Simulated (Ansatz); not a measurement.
Input:

BeO (wurtzite)

```
BeO
1.0
    5.42363     0.00000     0.00000
   -1.35591     2.34850     0.00000
    0.00000     0.00000     4.40456
Be O
4 4
Cartesian
  1.35591   0.78283   0.00656
  4.06772   0.78283   0.00656
  0.00000   1.56567   2.20884
  2.71181   1.56567   2.20884
  1.35591   0.78283   2.74717
  4.06772   0.78283   2.74717
  0.00000   1.56567   0.54489
  2.71181   1.56567   0.54489
```

The atoms are displaced by Q × the pattern below (from a DFPT mode at M = (0.5, 0.0, 0.0), largest move 1; Q in Å), at fixed cell. (q is in reciprocal vectors of the primitive cell; the cell shown is doubled to hold the pattern.)

```csv
atom,x,y,z
Be1,-0.063,-0.037,0.960
Be2,0.063,0.037,-0.960
Be3,0.063,0.037,0.960
Be4,-0.063,-0.037,-0.960
O5,0.091,0.053,0.994
O6,-0.091,-0.053,-0.994
O7,-0.091,-0.053,0.994
O8,0.091,0.053,-0.994
```

The numbers are results of PBE (plane waves to 420 eV, PAW, scalar-relativistic; Ansatz, a first-principles code), not measurements. k mesh 7×14×8 (Γ-centred), Fermi-Dirac smearing 0.05 eV. The energy includes the smearing's −TS. BeO was relaxed with its symmetry unable to fall. The zero of ΔE is the undisplaced structure.

The scan covers Q from -0.280 to 0.280 Å in 13 points.

Is this a single well or a double well?

A single well with its minimum at or next to zero displacement.

Which space group does the distorted structure have?

Pmn2_1 (No. 31), lowered from P6_3mc.

What is the energy change at Q = 0.280 Å?

2335 meV/cell.

What harmonic wavenumber does the curvature at Q = 0 give?

413 cm⁻¹.

(A displaced cell: forces are minus the slopes of the energy, force constants its curvatures, and phonons follow from these.)
